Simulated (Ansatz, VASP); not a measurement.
# Al: VASP beside Ansatz

INCAR

```
SYSTEM = Al
PREC     = Accurate       ! precision mode
ENCUT    = 520            ! plane-wave cutoff, eV
EDIFF    = 1E-6           ! SCF threshold, eV
ISMEAR   = 0              ! smearing method
SIGMA    = 0.15           ! smearing width, eV
LREAL    = .False.        ! projectors in reciprocal space
LASPH    = .True.         ! aspherical terms in the spheres
NELM     = 100            ! most SCF steps
ALGO     = Normal         ! electronic algorithm
ISIF     = 2              ! what is computed and relaxed
LWAVE    = .False.        ! write WAVECAR
LCHARG   = .True.         ! write CHGCAR
GGA      = PS             ! functional
LELF     = .True.         ! ELF
LVHAR    = .True.       
NBANDS   = 10             ! bands
```

Contents of KPOINTS:

```
regular mesh
0
Gamma
  21 21 10
  0 0 0
```

File POSCAR:

```
Al
1.0
    2.9530781191      0.0000000000      0.0000000000
   -1.4765390595      2.5574406705      0.0000000000
    0.0000000000      0.0000000000      4.6235075000
Al
2
Direct
    0.6666666667      0.3333333333      0.7500000000
    0.3333333333      0.6666666667      0.2500000000
```

Input for Ansatz:

```yaml
crystal:
  lattice:
    - [2.9530781191, 0.0, 0.0]
    - [-1.4765390595, 2.5574406705, 0.0]
    - [0.0, 0.0, 4.6235075]
  atoms:
    - { symbol: Al, position: [0.6666666667, 0.3333333333, 0.75] }
    - { symbol: Al, position: [0.3333333333, 0.6666666667, 0.25] }
basis:
  ecutwfc: 420
kpoints:
  mp_grid: { grid: [21, 21, 10] }
hamiltonian:
  xc: pbesol
scf:
  occupations: { method: gaussian, width: 0.15 }
output:
  forces: true
  stress: true
  eigenvalues: true
```

Change from the starting cell: strain +0.050 along x and y, -0.050 along z, atoms carried along.

Alike in both runs: task single point; functional PBEsol; k mesh 21 × 21 × 10; occupations gaussian, width 0.15 eV; no spin polarisation.

|  | VASP | Ansatz |
| --- | --- | --- |
| version | VASP 6.6.1 | Ansatz 0.2.0 |
| potentials or method | VASP PAW PBE potentials, release 64 (Al) | scalar-relativistic, plane waves, PAW |
| plane-wave cutoff (eV) | 520 | 420 |
| valence electrons in the cell | 6 | 6 |

Ansatz gave:

```
gap on the k mesh at the Fermi level (eV)       : none
pressure (GPa)                                  : -4.4
largest component of the traceless stress (GPa) : 1.77
```

Estimate VASP's values.

gap on the k mesh at the Fermi level (eV): none; pressure (GPa): -4.4; largest component of the traceless stress (GPa): 1.78.

A gap of «none» marks a metal or a gap that the smearing closes.

Caveats: the PAW data sets were made with another functional, which shifts forces and pressure a little (VASP).
